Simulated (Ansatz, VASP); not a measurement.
Given: the input of a run of Ansatz 0.2.0 on AlN.

File input.yaml:

```yaml
crystal:
  lattice:
    - [3.3121157418, 0.0, 0.0]
    - [-1.6560578709, 2.8683763727, 0.0]
    - [0.0, 0.0, 4.187563]
  atoms:
    - { symbol: Al, position: [0.669875, 0.3198, 0.252221] }
    - { symbol: Al, position: [0.32258, 0.671443, 0.754539] }
    - { symbol: "N", position: [0.673474, 0.338669, 0.749107] }
    - { symbol: "N", position: [0.332015, 0.680201, 0.245927] }
hamiltonian:
  xc: pbe
  pseudopotentials: { kind: paw }
kpoints:
  mp_grid: { grid: [9, 9, 7] }
scf:
  occupations: { method: fermi_dirac, width: 0.05 }
output:
  forces: true
  stress: true
  eigenvalues: true
```

Potentials or basis: Ansatz PAW.

The run is started by

```sh
$ ansatz run input.yaml --threads 2 --pin off --max-ram 5120MiB --backend cpu --events-out ev --progress --plain --runs-dir out
```

Problem. Set up the same calculation for VASP 6.6.1. Potentials there: VASP PAW PBE potentials, release 64 (Al, N).

Solution. As run (the cutoff follows the program's own potentials):

INCAR

```
  PREC = Accurate
  ENCUT = 520
  EDIFF = 1E-7
  ISMEAR = -1
  SIGMA = 0.05
  LREAL = F
  LASPH = T
  NELM = 80
  ALGO = Normal
  ISIF = 2
  LWAVE = F
  LCHARG = F
  GGA = PE
  NBANDS = 16
```

The input KPOINTS:

```
Automatic mesh
0
Gamma
  9 9 7
```

File POSCAR:

```
AlN
1.0
    3.3121157418      0.0000000000      0.0000000000
   -1.6560578709      2.8683763727      0.0000000000
    0.0000000000      0.0000000000      4.1875630000
Al N
2 2
Direct
    0.6698750000      0.3198000000      0.2522210000
    0.3225800000      0.6714430000      0.7545390000
    0.6734740000      0.3386690000      0.7491070000
    0.3320150000      0.6802010000      0.2459270000
```

Potentials or basis: VASP PAW PBE potentials, release 64 (Al, N).

The run is started by

```bash
$ cat potpaw_PBE.64/Al/POTCAR potpaw_PBE.64/N/POTCAR > POTCAR
$ mpirun -np 1 vasp_std > vasp.out
```

Both were run:

|  | VASP | Ansatz | Ansatz less VASP |
| --- | --- | --- | --- |
| gap on the k mesh at the Fermi level (eV) | 3.26 | 3.25 | -0.010 |
| least direct gap on the mesh (eV) | 3.26 | 3.25 | -0.010 |
| pressure (GPa) | 1.0 | 1.3 | +0.26 |
| largest component of the traceless stress (GPa) | 5.11 | 5.10 | -0.013 |
| rms of the force components (eV/Å) | 0.665 | 0.663 | -0.0021 |

Atom by atom the forces differ by 0.002 eV/Å (rms over components).

Caveats: an odd mesh through Γ misses points on the zone boundary, where band edges often lie (VASP); odd divisions of the mesh miss points on the zone boundary, where band edges often lie, so the gap on the mesh can be too wide (Ansatz); the pressure holds a Pulay correction of +0.5 GPa for the finite cutoff (Ansatz).
